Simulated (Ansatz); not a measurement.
## Which way does CaO + MgSe ⇌ CaSe + MgO run?

Plane-wave DFT in Ansatz with scalar-relativistic PAW potentials, cutoff 420 eV, Γ-centred meshes chosen by cell and gap, Gaussian smearing with energies taken to zero width. Every cell was relaxed (cell and atoms) in a run of its own, within the symmetry of its start. Functional: LDA.

Total energies hold large constants for each element; a whole number of eV per atom of each element is taken off below, which cancels in a balanced reaction.

| compound | lowest structure computed | structures tried | V (Å³/atom) | gap on mesh (eV) | E (eV per formula unit, common shift removed) |
| --- | --- | --- | --- | --- | --- |
| CaO | Fm-3m | 1 | 13.04 | 3.45 | -6.6398 |
| MgSe | Fm-3m | 2 | 19.60 | 1.72 | -2.4474 |
| CaSe | Fm-3m | 1 | 24.28 | 1.72 | -4.0919 |
| MgO | Fm-3m | 2 | 8.99 | 5.03 | -6.0655 |

Problem. Work out the reaction energy at 0 K.

Solution. ΔE = E(CaSe) + E(MgO) − E(CaO) − E(MgSe) = -1.070 eV, or -103 kJ per mole of reaction (-268 meV/atom). The right side is lower: Ca takes Se and Mg takes O. Pauling's electronegativities (Ca 1.0, Mg 1.31; O 3.44, Se 2.55) would pair Ca with O, the most ionic bond; the result goes the other way, so matching of sizes, lattice energies or covalent bonding outweigh it. The smaller cation ends with the smaller anion, the pairing that gives the greater sum of ionic lattice energies, which go as 1/(r₊ + r₋). All four are computed as solids; where they are solids at ordinary conditions entropy changes little. A lower structure that wasn't tried would shift the value, and mixed crystals may lie lower than either side.